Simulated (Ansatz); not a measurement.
Here is an Ansatz 0.2.0 calculation.

input.yaml

```yaml
crystal:
  lattice:
    - [-1.443, 1.443, 1.443]
    - [1.443, -1.443, 1.443]
    - [1.443, 1.443, -1.443]
  atoms:
    - { symbol: Fe, position: [0.0, 0.0, 0.0] }
hamiltonian:
  xc: pbesol
  pseudopotentials: { kind: paw }
kpoints:
  mp_grid: { grid: [13, 13, 13] }
scf:
  occupations: { method: fermi_dirac, width: 0.05 }
output:
  forces: true
  stress: true
  eigenvalues: true
  write_density: true
  write_potential: true
  elf: true
  volumetric_format: npy
```

Potentials or basis: Ansatz PAW.

Command:

```sh
$ ansatz run input.yaml --threads 2 --pin off --max-ram 5632MiB --backend cpu --events-out ev --progress --plain --runs-dir out
```

Question: Estimate the pressure.

Answer: -34.9 GPa.

Question: Estimate the band gap on the k mesh.

Answer: None (metal or under the smearing width).

Caveat: a pressure of tens of GPa on the cell as given is suspect, and the run, the potentials or the cell itself is likely at fault; the run has no spin polarisation, though such a crystal can be magnetic; the PAW data sets come from PBE, with cores solved anew for the run's functional, which leaves a small shift of forces and pressure. Spin polarisation is off, so any magnetic state and its effect on volume and gap are missing.
